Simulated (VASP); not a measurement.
# N2 in VASP: further runs

The runs below take N2 through single point, relaxation of the atoms, with LDA.

Program: VASP 6.6.1. These are calculated values, not measurements. Logs are shortened: lines on timing, memory, paths and dates and some standing lists are left out, and cuts for length are marked.

## 1. The molecule as given

The cell holds a molecule in a box, 2 atoms: a = 9.000 Å, b = 9.500 Å, c = 10.000 Å, α = 90.00°, β = 90.00°, γ = 90.00°.

## 2. Single point, LDA

INCAR reads:

```
PREC = Accurate
ENCUT = 520
EDIFF = 1E-7
ISMEAR = 1
SIGMA = 0.02
LREAL = F
LASPH = T
NELM = 100
ALGO = Normal
ISIF = 2
LWAVE = F
LCHARG = F
NBANDS = 12
```

KPOINTS reads:

```
Automatic mesh
0
Gamma
  1 1 1
```

POSCAR reads:

```
N
1.0
    9.0000000000      0.0000000000      0.0000000000
    0.0000000000      9.5000000000      0.0000000000
    0.0000000000      0.0000000000     10.0000000000
N
2
Direct
    0.5000000000      0.5000000000      0.4453380992
    0.5000000000      0.5000000000      0.5546619008
```

Potentials or basis: VASP PAW LDA potentials, release 64 (N).

Launch:

```
cat potpaw_LDA.64/N/POTCAR > POTCAR
mpirun -np 1 vasp_gam > vasp.out
```

OUTCAR:

```text
PREC = Accurate
   ENCUT = 520
   EDIFF = 1E-7
   ISMEAR = 1
   LREAL = F
   LASPH = T
   NELM = 100
   ISIF = 2

 ion  position               nearest neighbor table
   1  0.500  0.500  0.445-   2 1.09
   2  0.500  0.500  0.555-   1 1.09

  LATTYP: Found a simple orthorhombic cell.
 ALAT       =     9.0000000000
 B/A-ratio  =     1.0555555556
 C/A-ratio  =     1.1111111111

  Lattice vectors:

 A1 = (   9.0000000000,   0.0000000000,   0.0000000000)
 A2 = (   0.0000000000,   9.5000000000,   0.0000000000)
 A3 = (   0.0000000000,   0.0000000000,  10.0000000000)

Analysis of symmetry for initial positions (statically):
=====================================================================
 Subroutine PRICEL returns:
 Original cell was already a primitive cell.

 Routine SETGRP: Setting up the symmetry group for a
 simple orthorhombic supercell.

 Subroutine GETGRP returns: Found  8 space group operations
 (whereof  8 operations were pure point group operations)
 out of a pool of  8 trial point group operations.

The static configuration has the point symmetry D_2h.

Analysis of symmetry for dynamics (positions and initial velocities):
=====================================================================
 Subroutine PRICEL returns:
 Original cell was already a primitive cell.

 Routine SETGRP: Setting up the symmetry group for a
 simple orthorhombic supercell.

 Subroutine GETGRP returns: Found  8 space group operations
 (whereof  8 operations were pure point group operations)
 out of a pool of  8 trial point group operations.

The dynamic configuration has the point symmetry D_2h.

 Subroutine INISYM returns: Found  8 space group operations
 (whereof  8 operations are pure point group operations),
 and found     1 'primitive' translations

----------------------------------------------------------------------------------------

                                     Primitive cell

  volume of cell :     855.0000

  direct lattice vectors                    reciprocal lattice vectors
     9.000000000  0.000000000  0.000000000     0.111111111  0.000000000  0.000000000
     0.000000000  9.500000000  0.000000000     0.000000000  0.105263158  0.000000000
     0.000000000  0.000000000 10.000000000     0.000000000  0.000000000  0.100000000

  length of vectors
     9.000000000  9.500000000 10.000000000     0.111111111  0.105263158  0.100000000

  position of ions in fractional coordinates (direct lattice)
     0.500000000  0.500000000  0.445338099
     0.500000000  0.500000000  0.554661901

  ion indices of the primitive-cell ions
   primitive index   ion index
                 1           1
                 2           2

----------------------------------------------------------------------------------------

 KPOINTS: Automatic mesh

Automatic generation of k-mesh.
 Grid dimensions read from file:
 generate k-points for:    1    1    1

 Generating k-lattice:

  Cartesian coordinates                     Fractional coordinates (reciprocal lattice)
     0.111111111  0.000000000  0.000000000     1.000000000  0.000000000  0.000000000
     0.000000000  0.105263158  0.000000000     0.000000000  1.000000000  0.000000000
     0.000000000  0.000000000  0.100000000     0.000000000  0.000000000  1.000000000

  Length of vectors
     0.111111111  0.105263158  0.100000000

  Shift w.r.t. Gamma in fractional coordinates (k-lattice)
     0.000000000  0.000000000  0.000000000

 Subroutine IBZKPT returns following result:
 ===========================================

 Found      1 irreducible k-points:

 Following reciprocal coordinates:
            Coordinates               Weight
  0.000000  0.000000  0.000000      1.000000
   k-points           NKPTS =      1   k-points in BZ     NKDIM =      1   number of bands    NBANDS=     12
   number of dos      NEDOS =    301   number of ions     NIONS =      2
   total plane-waves  NPLWV = 403200
   dimension x,y,z NGX =    70 NGY =   72 NGZ =   80
   dimension x,y,z NGXF=   140 NGYF=  144 NGZF=  160
   ions per type =               2
   NGX,Y,Z   is equivalent  to a cutoff of  12.93, 12.60, 13.30 a.u.
   NGXF,Y,Z  is equivalent  to a cutoff of  25.86, 25.20, 26.60 a.u.
 SYSTEM =  unknown system
   PREC   = accura    normal or accurate (medium, high low for compatibility)
   ISTART =      0    job   : 0-new  1-cont  2-samecut
   ICHARG =      2    charge: 1-file 2-atom 10-const
   ISPIN  =      1    spin polarized calculation?
   LNONCOLLINEAR =      F non collinear calculations
   LSORBIT =      F    spin-orbit coupling
   LASPH  =      T    aspherical Exc in radial PAW
   ENCUT  =  520.0 eV  38.22 Ry    6.18 a.u.  16.73 17.66 18.59*2*pi/ulx,y,z
   NELM   =    100;   NELMIN=  2; NELMDL= -5     # of ELM steps
   EDIFF  = 0.1E-06   stopping-criterion for ELM
   LREAL  =      F    real-space projection
   EDIFFG = 0.1E-05   stopping-criterion for IOM
   NSW    =      0    number of steps for IOM
   IBRION =     -1    ionic relax: 0-MD 1-quasi-New 2-CG
   NFREE  =      0    steps in history (QN), initial steepest desc. (CG)
   ISIF   =      2    stress and relaxation
   ISYM   =      2    0-nonsym 1-usesym 2-fastsym
   POTIM  = 0.5000    time-step for ionic-motion
   TEBEG  =    0.0;   TEEND  =   0.0 temperature during run
   PSTRESS=    0.0 pullay stress
   NELECT =      10.0000    total number of electrons
   NUPDOWN=      -1.0000    fix difference up-down
   EMIN   =  10.00;   EMAX   =-10.00  energy-range for DOS
   EFERMI =   0.00;   METHOD = LEGACY
   ISMEAR =     1;   SIGMA  =   0.02  broadening in eV -4-tet -1-fermi 0-gaus
   EFERMI_NEDOS =   21; number of points for ismear=-14 and -15
   IALGO  =     38    algorithm
   IMIX   =      4    mixing-type and parameters
     AMIX     =   0.40;   BMIX     =  1.00
     AMIX_MAG =   1.60;   BMIX_MAG =  1.00
  volume/ion in A,a.u.               =     427.50      2884.91
  Fermi-wavevector in a.u.,A,eV,Ry     =   0.371609  0.702239  1.878872  0.138093
  Thomas-Fermi vector in A             =   1.299861
   LORBIT       =      0    0 simple, 1 ext, 2 COOP (PROOUT), +10 PAW based schemes
   GGA     = CA    functional components
   LHFCALC =     F    Hartree Fock is set to
   AEXX    =    0.0000 exact exchange contribution
   IVDW    =     0    specifies the selected vdW correction
   LEPSILON=     F    determine dielectric tensor
   LRPA    =     F    only Hartree local field effects (RPA)
 non-spin polarized calculation
 Methfessel and Paxton  Order N= 1 SIGMA  =   0.02
  energy-cutoff  :      520.00
  volume of cell :      855.00
 maximum number of plane-waves:     11510
 NGX is ok and might be reduce to    70
   NGX = 33   NGY = 35   NGZ = 37

 number of electron      10.0000000 magnetization

 Free energy of the ion-electron system (eV)
  ---------------------------------------------------
  ext. energy  EPLUGINS =         0.00000000
  ---------------------------------------------------
  free energy    TOTEN  =       -17.48138522 eV

  energy without entropy =      -17.48254480  energy(sigma->0) =      -17.48177175

 E-fermi : -10.1796     XC(G=0):  -0.6666

 val. band max:      -10.1964068546   @ k =   0.0000   0.0000   0.0000
 cond. band min:      -1.9887452738   @ k =   0.0000   0.0000   0.0000
 fundamental gap:      8.2076615808
 Fermi energy:       -10.1795692103

 k-point     1 :       0.0000    0.0000    0.0000
  band No.  band energies     occupation
      1     -28.3416      2.00000
      2     -13.1774      2.00000
      3     -11.7875      2.00000
      4     -11.7875      2.00000
      5     -10.1964      2.00000
      6      -1.9887      0.00000
      7      -1.9884      0.00000
      8      -0.1474      0.00000
      9       1.2541      0.00000
     10       1.3170      0.00000
     11       1.3225      0.00000
     12       1.4863      0.00000

------------------------ aborting loop because EDIFF is reached ----------------------------------------

  FORCE on cell =-STRESS in cart. coord.  units (eV):
  Direction    XX          YY          ZZ          XY          YZ          ZX
  --------------------------------------------------------------------------------------
  -------------------------------------------------------------------------------------
  Total       -0.0371091     -0.0360982      1.6478195      0.0000000      0.0000000      0.0000000
  in kB       -0.0695384     -0.0676442      3.0878352      0.0000000      0.0000000      0.0000000
  external PRESSURE =       0.9835509 kB  Pullay stress =       0.0000000 kB

 VOLUME and BASIS-vectors are now :
 -----------------------------------------------------------------------------
  energy-cutoff  :      520.00
  volume of cell :      855.00
      direct lattice vectors                 reciprocal lattice vectors
     9.000000000  0.000000000  0.000000000     0.111111111  0.000000000  0.000000000
     0.000000000  9.500000000  0.000000000     0.000000000  0.105263158  0.000000000
     0.000000000  0.000000000 10.000000000     0.000000000  0.000000000  0.100000000

 POSITION                                       TOTAL-FORCE (eV/Angst)
 -----------------------------------------------------------------------------------
      4.50000      4.75000      4.45338         0.000000      0.000000     -1.536325
      4.50000      4.75000      5.54662         0.000000      0.000000      1.536325
 -----------------------------------------------------------------------------------
    total drift:                                0.000000      0.000000      0.000000

  FREE ENERGIE OF THE ION-ELECTRON SYSTEM (eV)
  ---------------------------------------------------
  free  energy   TOTEN  =       -17.4813852193 eV

  energy  without entropy=      -17.4825448003  energy(sigma->0) =      -17.48177175
```

Wall time 26 s (1 thread of Intel Xeon Platinum 8488C (Sapphire Rapids), shared host); peak memory 0.49 GiB.

What came out:

```
Free energy                     : -17.4814 eV
Largest force                   : 1.536 eV/Å
Gap between the frontier levels : 8.21 eV
```

Forces in eV/Å, atoms in the order of the input:
```
N    0.000  0.000 -1.536
N    0.000  0.000  1.536
```

Caveat: the standard files for N, O and F lose accuracy on very short bonds.

(Part 1 of 2 ends here.)
